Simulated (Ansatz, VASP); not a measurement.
One calculation of Ta, two programs

```xyz
2
Lattice="0.0000 2.8999 2.8999 2.8999 0.0000 2.8999 2.8999 2.8999 0.0000" Properties=species:S:1:pos:R:3 pbc="T T T"
Ta    0.7250    0.7250    0.7250
Ta    5.0748    5.0748    5.0748
```

The cell was built by a generator and needn't be a form met in nature.

Alike in both runs: task relaxation of cell and atoms; functional revPBE; k mesh 9 × 9 × 9; occupations fermi-dirac, width 0.1 eV; no spin polarisation.

|  | VASP | Ansatz |
| --- | --- | --- |
| version | VASP 6.6.1 | Ansatz 0.2.0 |
| potentials or method | VASP PAW PBE potentials, release 64 (Ta_pv) | plane waves (420 eV) with PAW, scalar-relativistic |
| plane-wave cutoff (eV) | 600 | 420 |
| valence electrons in the cell | 22 | 26 |

|  | VASP | Ansatz | Ansatz less VASP |
| --- | --- | --- | --- |
| relaxed volume (Å³/atom) | 29.02 | 29.01 | -0.015 |
| relaxed cell length with the largest relative difference (Å) | 4.346 | 4.345 | -0.0007 |
| energy change over the relaxation (meV/atom) | -201 | -197 | +4.0 |

The two sets of potentials don't hold the same shells in valence.

Caveats: the volume moved by over 15 % at a fixed basis, so the end points are rough (VASP); the PAW data sets were made with another functional, which shifts forces and pressure a little (VASP). Spin-orbit coupling is left out, which matters for the levels of Ta.
